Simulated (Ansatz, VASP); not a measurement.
## Two plane-wave programs on NaCl

File INCAR:

```
SYSTEM = NaCl
PREC = Accurate
ENCUT = 520
EDIFF = 1E-7
ISMEAR = 0
SIGMA = 0.01
LREAL = .FALSE.
LASPH = .TRUE.
NELM = 80
ALGO = Normal
ISIF = 2
LWAVE = .FALSE.
LCHARG = .TRUE.
GGA = PE
LELF = .TRUE.
LVHAR = .TRUE.
NBANDS = 14
```

The input KPOINTS:

```
Automatic mesh
0
G
  6 6 6
  0 0 0
```

POSCAR

```
NaCl
1.0
    0.0000000000      2.9029329279      2.9029329279
    2.9029329279      0.0000000000      2.9029329279
    2.9029329279      2.9029329279      0.0000000000
Na Cl
1 1
Direct
    0.0000000000      0.0000000000      0.0000000000
    0.5000000000      0.5000000000      0.5000000000
```

Input for Ansatz:

```yaml
crystal:
  lattice:
    - [0.0, 2.9029329279, 2.9029329279]
    - [2.9029329279, 0.0, 2.9029329279]
    - [2.9029329279, 2.9029329279, 0.0]
  atoms:
    - { symbol: Na, position: [0.0, 0.0, 0.0] }
    - { symbol: Cl, position: [0.5, 0.5, 0.5] }
kpoints:
  mp_grid: { grid: [6, 6, 6] }
hamiltonian:
  xc: pbe
scf:
  occupations: { method: fixed }
  n_extra_bands: 4
output:
  forces: true
  stress: true
  eigenvalues: true
```

Alike in both runs: task single point; functional PBE; k mesh 6 × 6 × 6; no spin polarisation.

|  | VASP | Ansatz |
| --- | --- | --- |
| version | VASP 6.6.1 | Ansatz 0.2.0 |
| potentials or method | VASP PAW PBE potentials, release 64 (Na_pv, Cl) | plane waves, PAW |
| plane-wave cutoff (eV) | 520 | 420 |
| occupations | gaussian, width 0.01 eV | fixed |
| valence electrons in the cell | 14 | 16 |

```csv
,VASP,Ansatz,Ansatz less VASP
gap on the k mesh at the Fermi level (eV),4.79,4.79,0.000
pressure (GPa),-1.2,-1.2,+0.03
```

The two sets of potentials don't hold the same shells in valence.

As with any semilocal functional, this PBE gap is likely too small.
